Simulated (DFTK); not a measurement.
# Fe (Im-3m) in DFTK: a series of runs

One crystal, Fe, is run at these levels: LDA, PBEsol, LDA+U; tasks: equation of state, band structure, single point.

Everything below comes from runs of DFTK 0.8.2. Logs are shortened: lines on timing, memory, paths and dates and some standing lists are left out, and cuts for length are marked.

## (1) The structure

It takes space group Im-3m (No. 229, cubic). The conventional cell has a = 2.886 Å, b = 2.886 Å, c = 2.886 Å, α = 90.00°, β = 90.00°, γ = 90.00°. Around Fe (site symmetry m-3m) lie 8 Fe at 2.50 Å.

## (2) Equation of state, LDA, collinear spin, ferromagnetic start

File run.jl:

```julia
using DFTK
using PseudoPotentialData
using Unitful, UnitfulAtomic
using LinearAlgebra, Printf
include("save.jl")
disable_threading()

lines = readlines("Fe.cif")
tag(name) = parse(Float64, split(only(filter(startswith(name), lines)))[2])
a, b, c = tag.(["_cell_length_a", "_cell_length_b", "_cell_length_c"])
α, β, γ = deg2rad.(tag.(["_cell_angle_alpha", "_cell_angle_beta", "_cell_angle_gamma"]))
cx, cy  = cos(β), (cos(α) - cos(β) * cos(γ)) / sin(γ)
lattice = austrip(1u"Å") * [a b*cos(γ) c*cx; 0 b*sin(γ) c*cy; 0 0 c*sqrt(1 - cx^2 - cy^2)]
sites     = split.(lines[findlast(startswith("_atom_site_"), lines)+1:end])
symbols   = [Symbol(s[2]) for s in sites]
positions = [parse.(Float64, s[5:7]) for s in sites]
pseudopotentials = PseudoFamily("cp2k.nc.sr.lda.v0_1.largecore.gth")
elements = Dict(s => ElementPsp(s, pseudopotentials) for s in unique(symbols))
atoms    = [elements[s] for s in symbols]
magnetic_moments = [3.0]

build_model(lattice, positions; symmetries=true) =
    model_DFT(lattice, atoms, positions;
              functionals=LDA(),
              magnetic_moments,
              spin_polarization=:collinear,
              temperature=austrip(0.05u"eV"),
              smearing=Smearing.FermiDirac(),
              symmetries)
Ecut  = 87.0  # hartree
kgrid = [8, 8, 8]
tol   = 1e-6
to_GPa = ustrip(uconvert(u"GPa", 1u"hartree/bohr^3"))

results["points"] = []
for scale in [0.94, 0.96, 0.98, 1.0, 1.02, 1.04, 1.06]
    println("\n=== scale = ", scale)
    model = build_model(cbrt(scale) * lattice, positions)
    basis = PlaneWaveBasis(model; Ecut, kgrid)
    t0 = time()
    scfres = self_consistent_field(basis;
                                   tol,
                                   ρ=guess_density(basis, magnetic_moments),
                                   nbandsalg=AdaptiveBands(model; n_bands_converge=10))
    seconds = time() - t0
    @printf "SCF: %d iterations, %.1f s\n" scfres.n_iter seconds
    forces = compute_forces_cart(scfres)
    stress = compute_stresses_cart(scfres)
    @printf "V = %.5f Å^3  F = %.8f Ha  max force = %.5f eV/Å  p = %.4f GPa\n" ustrip(auconvert(u"Å^3", model.unit_cell_volume)) scfres.energies.total ustrip(auconvert(u"eV/Å", maximum(norm, forces))) (-tr(stress) / 3 * to_GPa)
    push!(results["points"], save_scf!(scfres; forces, stress, d=Dict{String,Any}("seconds" => seconds, "n_matvec" => get(scfres, :n_matvec, 0))))
end

# third-order Birch-Murnaghan fit in x = V^(-2/3)
V = [0.94, 0.96, 0.98, 1.0, 1.02, 1.04, 1.06] * abs(det(lattice))
E = [p["total"] for p in results["points"]]
x = V .^ (-2 / 3)
c = [x .^ 0 x x .^ 2 x .^ 3] \ E
Δ = c[3]^2 - 3c[2] * c[4]
if Δ > 0
    x0 = (-c[3] + sqrt(Δ)) / 3c[4]
    B0 = 4 / 9 * x0^(7 / 2) * (2c[3] + 6c[4] * x0)
    @printf "V0 = %.4f Å^3  B0 = %.2f GPa\n" ustrip(auconvert(u"Å^3", x0^(-3 / 2))) B0 * to_GPa
end
```

File Fe.cif:

```cif
data_Fe
_cell_length_a 2.49934932
_cell_length_b 2.49934932
_cell_length_c 2.49934932
_cell_angle_alpha 109.47122063
_cell_angle_beta 109.47122063
_cell_angle_gamma 109.47122063
_space_group_name_H-M_alt 'P1'
_space_group_name_Hall 'P 1'
_space_group_IT_number 1
loop_
_space_group_symop_operation_xyz
'x,y,z'
loop_
_atom_site_label
_atom_site_type_symbol
_atom_site_symmetry_multiplicity
_atom_site_Wyckoff_symbol
_atom_site_fract_x
_atom_site_fract_y
_atom_site_fract_z
_atom_site_occupancy
Fe1 Fe 1 a 0.0000000000 0.0000000000 0.0000000000 1
```

Potentials or basis: cp2k.nc.sr.lda.v0_1.largecore.gth (LDA, GTH, large core).

The run is started by

```console
$ julia --threads=1 run.jl  # save.jl only writes the numbers to a file and isn't shown; printed stress counts tension as positive; times include loading and compiling
```

Log:

```text
=== scale = 0.94
n     Energy            log10(ΔE)   log10(Δρ)   Magnet   |Magn|   Diag   Δtime
---   ---------------   ---------   ---------   ------   ------   ----   ------
  1   -18.37256505769                    0.19    2.000    2.000    5.3    9.86s
  2   -20.23349566731        0.27        0.00    2.632    3.356    3.3    6.40s
  3   -20.61121998056       -0.42       -0.10    2.964    3.938    3.8    7.92s
  4   -20.71127848257       -1.00       -0.31    3.250    3.939    3.4    6.56s
  5   -20.77910553981       -1.17       -1.04    3.190    3.526    4.3    7.34s
  6   -20.77980327798       -3.16       -1.18    3.181    3.524    1.8    4.59s
  7   -20.78173258527       -2.71       -1.49    3.099    3.429    1.7    5.28s
  8   -20.78234313366       -3.21       -1.88    3.075    3.383    1.6    4.39s
  9   -20.78237084018       -4.56       -2.62    3.065    3.375    1.3    4.30s
 10   -20.78237264969       -5.74       -2.72    3.059    3.370    2.4    5.63s
[... 96 further cycles ...]
  7   -20.78565592239       -2.67       -1.65    3.276    3.612    2.0    5.88s
  8   -20.78601733131       -3.44       -1.99    3.277    3.590    1.5    4.36s
  9   -20.78602603682       -5.06       -2.65    3.276    3.587    1.2    4.21s
 10   -20.78602647189       -6.36       -3.20    3.276    3.586    2.2    5.25s
 11   -20.78602669249       -6.66       -3.94    3.276    3.587    1.9    5.12s
 12   -20.78602669797       -8.26       -3.61    3.276    3.587    2.6    6.70s
 13   -20.78602670298       -8.30       -5.02    3.276    3.587    2.2    5.34s
 14   -20.78602670314       -9.82       -5.18    3.276    3.587    3.1    6.14s
 15   -20.78602670314      -11.34       -5.52    3.276    3.587    1.5    4.18s
 16   -20.78602670314      -11.73       -6.11    3.276    3.587    1.7    4.38s
SCF: 16 iterations, 96.7 s
V = 12.73987 Å^3  F = -20.78602670 Ha  max force = 0.00000 eV/Å  p = 1.5662 GPa
V0 = 12.9479 Å^3  B0 = 136.90 GPa
```

Wall time 13 min (1 thread of Intel Xeon 6975P-C (Granite Rapids), shared host); peak memory 1.9 GiB.

Results:

```yaml
Equilibrium_volume: "12.95 Å³/atom (rough: see the caveat)"
Bulk_modulus: 137 GPa (rough)
```

Energy against volume, from the lowest point:
```
volume (Å³/atom)  energy (meV/atom)
          11.298              99.40
          11.538              70.81
          11.778              47.66
          12.019              28.79
          12.259              15.14
          12.499               5.15
          12.740               0.00
```

Caveat: the k mesh is coarse (spacing up to 0.38 Å⁻¹), so the values aren't converged; the minimum lies outside the volumes run; the fit is doubtful: noisy points or a state that changes with volume; GTH potentials come without recommended cutoffs, and this one wasn't checked for convergence; this set keeps more shells in the core, which shifts pressures and gaps.

## (3) Band structure, PBEsol, collinear spin, ferromagnetic start

File run.jl:

```julia
using DFTK
using PseudoPotentialData
using Unitful, UnitfulAtomic
using LinearAlgebra, Printf
include("save.jl")
disable_threading()

lines     = readlines("Fe.xyz")
cell_ang  = reshape(parse.(Float64, split(match(r"Lattice=\"([^\"]+)\"", lines[2])[1])), 3, 3)
lattice   = austrip(1u"Å") * cell_ang
symbols   = [Symbol(split(l)[1]) for l in lines[3:end]]
positions = [round.(cell_ang \ parse.(Float64, split(l)[2:4]); digits=9) for l in lines[3:end]]
pseudopotentials = Dict(:Fe => "Fe.upf")
elements = Dict(s => ElementPsp(s, pseudopotentials; rcut=10.0) for s in unique(symbols))
atoms    = [elements[s] for s in symbols]
magnetic_moments = [3.0]

build_model(lattice, positions; symmetries=true) =
    model_DFT(lattice, atoms, positions;
              functionals=PBEsol(),
              magnetic_moments,
              spin_polarization=:collinear,
              temperature=austrip(0.05u"eV"),
              smearing=Smearing.FermiDirac(),
              symmetries)
Ecut  = 45.0  # hartree
kgrid = [13, 13, 13]
tol   = 1e-6
to_GPa = ustrip(uconvert(u"GPa", 1u"hartree/bohr^3"))

model = build_model(lattice, positions)
basis = PlaneWaveBasis(model; Ecut, kgrid)
display(basis)
scfres = self_consistent_field(basis;
                               tol,
                               ρ=guess_density(basis, magnetic_moments),
                               nbandsalg=AdaptiveBands(model; n_bands_converge=14))
display(scfres.energies)
@printf "Fermi level: %.6f eV\n" ustrip(auconvert(u"eV", something(scfres.εF, NaN)))
forces = compute_forces_cart(scfres)
println("Forces (eV/Å)")
for (s, f) in zip(symbols, forces)
    @printf "%-3s %12.6f %12.6f %12.6f\n" s ustrip.(auconvert.(u"eV/Å", f))...
end
stress = compute_stresses_cart(scfres)
println("Stress (GPa)")
display(round.(stress * to_GPa; digits=4))
@printf "Total moment: %.4f μB\n" sum(spin_density(scfres.ρ)) * scfres.basis.dvol
println("Levels at the first k-point (eV): ", round.(ustrip.(auconvert.(u"eV", scfres.eigenvalues[1][1:scfres.n_bands_converge])); digits=4))
save_scf!(scfres; forces, stress)

points = Dict("G" => [0.0, 0.0, 0.0], "H" => [0.5, -0.5, 0.5], "P" => [0.25, 0.25, 0.25], "N" => [0.0, 0.0, 0.5])
segments = [("G", "H", 10), ("H", "N", 7), ("N", "G", 7), ("G", "P", 8), ("P", "H", 8), ("P", "N", 5)]
kcoords = vcat([[points[a] + t * (points[b] - points[a]) for t in range(0, 1, n)] for (a, b, n) in segments]...)
bands = compute_bands(scfres, ExplicitKpoints(kcoords); n_bands=16, tol=1e-5)
for (k, ε) in zip(bands.basis.kpoints, bands.eigenvalues)
    @printf "%d %8.4f %8.4f %8.4f " k.spin k.coordinate...
    println(join([@sprintf("%9.4f", e) for e in ustrip.(auconvert.(u"eV", ε .- scfres.εF))]))
end
results["band_energies"] = rows(bands.eigenvalues); results["band_kpoints"] = rows(kcoords)
```

File Fe.xyz:

```xyz
1
Lattice="-1.4430000000 1.4430000000 1.4430000000 1.4430000000 -1.4430000000 1.4430000000 1.4430000000 1.4430000000 -1.4430000000" Properties=species:S:1:pos:R:3 pbc="T T T"
Fe     0.0000000000      0.0000000000      0.0000000000
```

Potentials or basis: SPMS 1.0 (PBE).

The run is started by

```console
$ julia --threads=1 run.jl  # save.jl only writes the numbers to a file and isn't shown; printed stress counts tension as positive; times include loading and compiling
```

Run time: 4.3 min. Hardware: 1 thread of Intel Xeon Platinum 8488C (Sapphire Rapids), shared host; peak memory 1.9 GiB.

It converged, with:

- Free energy: -3182.9354 eV
- Pressure: -17.7 GPa
- Band gap on the k mesh: none (metal or under the smearing width)
- Net moment: 2.30 μB per cell
- Absolute moment: 2.42 μB per cell
- Site moments: Fe +2.30 μB

Levels at the corners of the path, in eV from the Fermi level:
Spin up:
```tsv
point	band 7	band 8	band 9	band 10	band 11	band 12
Γ	-2.25	-2.25	-1.06	-1.06	24.15	24.15
H	0.03	0.03	0.03	9.43	9.43	9.43
N	-1.02	-0.89	0.28	0.45	6.85	17.70
Γ	-2.25	-2.25	-1.06	-1.06	24.15	24.15
P	-3.12	-0.86	-0.86	8.24	8.24	8.24
H	0.03	0.03	0.03	9.43	9.43	9.43
P	-3.12	-0.86	-0.86	8.24	8.24	8.24
N	-1.02	-0.89	0.28	0.45	6.85	17.70
```
Spin down:
| point | band 5 | band 6 | band 7 | band 8 | band 9 | band 10 |
| --- | --- | --- | --- | --- | --- | --- |
| Γ | -8.03 | -0.12 | -0.12 | -0.12 | 1.76 | 1.76 |
| H | -2.64 | -2.64 | 2.42 | 2.42 | 2.42 | 9.71 |
| N | -3.31 | -1.33 | 0.57 | 1.63 | 1.99 | 2.70 |
| Γ | -8.03 | -0.12 | -0.12 | -0.12 | 1.76 | 1.76 |
| P | -1.56 | -1.56 | -1.56 | 2.04 | 2.04 | 9.17 |
| H | -2.64 | -2.64 | 2.42 | 2.42 | 2.42 | 9.71 |
| P | -1.56 | -1.56 | -1.56 | 2.04 | 2.04 | 9.17 |
| N | -3.31 | -1.33 | 0.57 | 1.63 | 1.99 | 2.70 |

Caveat: so large a pressure means that the cell lies far from this level's equilibrium, or that cutoff or potentials fall short; the potentials were made for another functional, which shifts forces and pressure.

## (4) Single point, LDA+U, collinear spin, ferromagnetic start

File run.jl:

```julia
using DFTK
using PseudoPotentialData
using Unitful, UnitfulAtomic
using LinearAlgebra, Printf
include("save.jl")
disable_threading()

# lattice vectors are the columns
lattice = austrip(1u"Å") * [        -1.443          1.443          1.443;
                    1.443         -1.443          1.443;
                    1.443          1.443         -1.443]
symbols   = [:Fe]
positions = [[0.0, 0.0, 0.0]]
pseudopotentials = PseudoFamily("dojo.nc.sr.lda.v0_4_1.standard.upf")
elements = Dict(s => ElementPsp(s, pseudopotentials) for s in unique(symbols))
atoms    = [elements[s] for s in symbols]
magnetic_moments = [3.0]

build_model(lattice, positions; symmetries=false) =
    model_DFT(lattice, atoms, positions;
              functionals=LDA(),
              magnetic_moments,
              spin_polarization=:collinear,
              temperature=austrip(0.05u"eV"),
              smearing=Smearing.FermiDirac(),
              extra_terms=[Hubbard(OrbitalManifold(:Fe, "3D") => 7.0u"eV")],
              symmetries)
Ecut  = 45.0  # hartree
kgrid = [6, 6, 6]
tol   = 1e-6
to_GPa = ustrip(uconvert(u"GPa", 1u"hartree/bohr^3"))

model = build_model(lattice, positions)
basis = PlaneWaveBasis(model; Ecut, kgrid)
display(basis)
hubbard_n = DFTK.guess_hubbard_n(basis)
hubbard_n[1][1, 1, 1] = ComplexF64[1.000 0.000 0.000 0.000 0.000; 0.000 1.000 0.000 0.000 0.000; 0.000 0.000 1.000 0.000 0.000; 0.000 0.000 0.000 1.000 0.000; 0.000 0.000 0.000 0.000 1.000]
hubbard_n[1][2, 1, 1] = ComplexF64[1.000 0.000 0.000 0.000 0.000; 0.000 0.000 0.000 0.000 0.000; 0.000 0.000 0.000 0.000 0.000; 0.000 0.000 0.000 0.000 0.000; 0.000 0.000 0.000 0.000 0.000]
scfres = self_consistent_field(basis;
                               tol,
                               ρ=guess_density(basis, magnetic_moments),
                               nbandsalg=AdaptiveBands(model; n_bands_converge=14),
                               hubbard_n,
                               miniter=2)
display(scfres.energies)
@printf "Fermi level: %.6f eV\n" ustrip(auconvert(u"eV", something(scfres.εF, NaN)))
forces = compute_forces_cart(scfres)
println("Forces (eV/Å)")
for (s, f) in zip(symbols, forces)
    @printf "%-3s %12.6f %12.6f %12.6f\n" s ustrip.(auconvert.(u"eV/Å", f))...
end
stress = compute_stresses_cart(scfres)
println("Stress (GPa)")
display(round.(stress * to_GPa; digits=4))
@printf "Total moment: %.4f μB\n" sum(spin_density(scfres.ρ)) * scfres.basis.dvol
println("Levels at the first k-point (eV): ", round.(ustrip.(auconvert.(u"eV", scfres.eigenvalues[1][1:scfres.n_bands_converge])); digits=4))
save_scf!(scfres; forces, stress)
```

Potentials or basis: dojo.nc.sr.lda.v0_4_1.standard.upf (LDA).

The run is started by

```console
$ julia --threads=1 run.jl  # save.jl only writes the numbers to a file and isn't shown; printed stress counts tension as positive; times include loading and compiling
```

It took 7 min on 1 thread of Intel Xeon 6975P-C (Granite Rapids), shared host; peak memory 2.9 GiB.

The run converged, but a check on its numbers failed (symmetry, net force, bounds or a known fault of this set-up), so they aren't taken as properties of the crystal.

Caveat: the k mesh is coarse (spacing up to 0.51 Å⁻¹), so the values aren't converged; the result breaks the symmetry of the cell; a pressure of tens of GPa on the cell as given is suspect, and the run, the potentials or the cell itself is likely at fault; the Hubbard orbitals reach further out than in other programs, which can move energies by up to some tens of meV an atom; the U is typed as a test and isn't derived for this compound.

## (5) The reference run

An earlier run on the cell as given: functional PBEsol; potentials or basis dojo.nc.sr.pbesol.v0_4_1.standard.upf (PBEsol); cutoff 1225 eV; k mesh 13 × 13 × 13; occupations fermi-dirac, width 0.05 eV; collinear spin, ferromagnetic start; starting moments [3.0] μB.

- Pressure: -15.6 GPa
- Band gap on the k mesh: none (metal or under the smearing width)
- Net moment: 2.38 μB per cell
- Absolute moment: 2.51 μB per cell
